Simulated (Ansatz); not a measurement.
# GaP (zincblende type): the cost of one run

Program: Ansatz 0.2.0. Level of theory: DFT, PBE, PAW with Ansatz's default frozen-core files, scalar-relativistic. These are calculated values, not measurements.

## 1. The starting structure

It takes space group F-43m (No. 216, cubic). The conventional cell has a = 5.421 Å, b = 5.421 Å, c = 5.421 Å, α = 90.00°, β = 90.00°, γ = 90.00°. Around Ga (site symmetry -43m) lie 4 P at 2.35 Å. Around P (site symmetry -43m) lie 4 Ga at 2.35 Å.

Coordinates:

```
CELL_PARAMETERS angstrom
0.00000 2.71033 2.71033
2.71033 0.00000 2.71033
2.71033 2.71033 0.00000
ATOMIC_POSITIONS crystal
Ga 0.00000 0.00000 0.00000
P 0.25000 0.25000 0.25000
```

Atoms are numbered in the order of the input: Ga1, P2.

## 2. Bulk cell relaxed, PAW

The input, input.yaml:

```yaml
crystal:
  lattice:
    - [0.0, 2.7103316823, 2.7103316823]
    - [2.7103316823, 0.0, 2.7103316823]
    - [2.7103316823, 2.7103316823, 0.0]
  atoms:
    - { symbol: Ga, position: [0.0, 0.0, 0.0] }
    - { symbol: P, position: [0.25, 0.25, 0.25] }
kpoints:
  mp_grid: { grid: [11, 11, 11] }
scf:
  occupations: { method: fermi_dirac, width: 0.02 }
hamiltonian:
  xc: pbe
  pseudopotentials: { kind: paw }
output:
  forces: true
  stress: true
relax:
  f_tol: 0.005
  max_steps: 40
  cell: {}
```

The run is started by

```bash
ansatz run input.yaml --threads 2 --pin off --max-ram 4096MiB --backend cpu --events-out ev --progress --plain --runs-dir out
```

What time and memory should one allow on 2 threads of Intel Xeon Platinum 8488C (Sapphire Rapids), shared host?

About 12 s, with a peak of 0.4 GiB.
